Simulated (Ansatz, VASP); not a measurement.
# Two plane-wave programs on C

The input POSCAR:

```
C
1.0
    0.0000000000      1.7833700000      1.7833700000
    1.7833700000      0.0000000000      1.7833700000
    1.7833700000      1.7833700000      0.0000000000
C
2
Direct
    0.0000000000      0.0000000000      0.0000000000
    0.2500000000      0.2500000000      0.2500000000
```

File INCAR.step1:

```
PREC = Accurate
ENCUT = 600
ISMEAR = 0
SIGMA = 0.02
LREAL = F
LASPH = T
NELM = 100
GGA = PE
ALGO = Normal
EDIFF = 1E-4
LWAVE = T
LCHARG = F
```

INCAR.step2

```
PREC = Accurate
ENCUT = 600
EDIFF = 1E-6
ISMEAR = 0
SIGMA = 0.02
LREAL = F
LASPH = T
NELM = 100
ALGO = Normal
ISIF = 3
LWAVE = F
LCHARG = F
METAGGA = R2SCAN
LMIXTAU = T
IBRION = 2
NSW = 100
EDIFFG = -0.005
ISTART = 1
```

The input KPOINTS:

```
Automatic mesh
0
Gamma
  12 12 12
```

Input for Ansatz:

```yaml
crystal:
  lattice:
    - [0.0, 1.78337, 1.78337]
    - [1.78337, 0.0, 1.78337]
    - [1.78337, 1.78337, 0.0]
  atoms:
    - { symbol: C, position: [0.0, 0.0, 0.0] }
    - { symbol: C, position: [0.25, 0.25, 0.25] }
basis:
  ecutwfc: 500
kpoints:
  mp_grid: { grid: [12, 12, 12] }
hamiltonian:
  xc: r2scan
scf:
  occupations: { method: gaussian, width: 0.02 }
output:
  forces: true
  stress: true
  eigenvalues: true
  write_density: true
  write_potential: true
  elf: true
  volumetric_format: npy
relax:
  adjacent_minimum: "off"
  f_tol: 0.005
  max_steps: 80
  cell: { stress_tol: 0.05 }
```

This isn't the form of C at room conditions, which is graphite.

Alike in both runs: task relaxation of cell and atoms; functional r2SCAN; k mesh 12 × 12 × 12; occupations gaussian, width 0.02 eV; no spin polarisation.

|  | VASP | Ansatz |
| --- | --- | --- |
| version | VASP 6.6.1 | Ansatz 0.2.0 |
| potentials or method | VASP PAW PBE potentials, release 64 (C) | scalar-relativistic, plane waves, PAW |
| plane-wave cutoff (eV) | 600 | 500 |
| valence electrons in the cell | 8 | 8 |

Ansatz gave:

```
gap on the k mesh at the Fermi level, each at its own relaxed structure (eV) : 4.39
relaxed volume (Å³/atom)                                                     : 5.64
relaxed cell length with the largest relative difference (Å)                 : 2.518
```

**Question.** Which values does VASP return?

**Answer.** gap on the k mesh at the Fermi level, each at its own relaxed structure (eV): 4.35; relaxed volume (Å³/atom): 5.65; relaxed cell length with the largest relative difference (Å): 2.518.

Caveats: the PAW data sets were made with another functional, which shifts forces and pressure a little (VASP).
